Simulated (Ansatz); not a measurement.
The reference is ZnTe in the zinc blende structure (space group F-43m, No. 216; a = 6.115 Å).

Method: Kohn–Sham DFT with the r2SCAN functional, run in Ansatz (a first-principles code) with PAW and 500 eV plane waves, no SOC, earlier PAW set.

Base values:

```
Quantity                             Value
-----------------------------  -----------
Width of the top valence band      2.63 eV
Band gap                           1.78 eV
Lattice parameter a                6.115 Å
Gap character                  direct at Γ
```

Now apply this change: cell and atoms relaxed at a pressure of 100 GPa.

Estimate the effect on the width of the top valence band.

The width of the top valence band goes up by 3.87 eV to 6.50 eV.

What happens to the band gap?

The band gap drops by 1.13 eV (1.78 eV → 0.65 eV).

How does this affect the lattice parameter a?

The lattice parameter a falls by 1.046 Å to 5.069 Å.

Predict the new gap character.

The gap character becomes indirect, Γ → a point along ⟨100⟩, about 1.1 Å⁻¹ from Γ (base: direct at Γ).

Spin-orbit coupling, missing from the scalar runs, can matter with Te. Load acts through the strain it causes; cell and atoms are relaxed under it. No phonon test of stability was made. Measured, ZnTe leaves this structure (for cinnabar) near 9.5 GPa (temperature not stated; as listed in Datta, Sujoy, Jana, Debnarayan, arXiv (2020)), on rising pressure, with hysteresis.
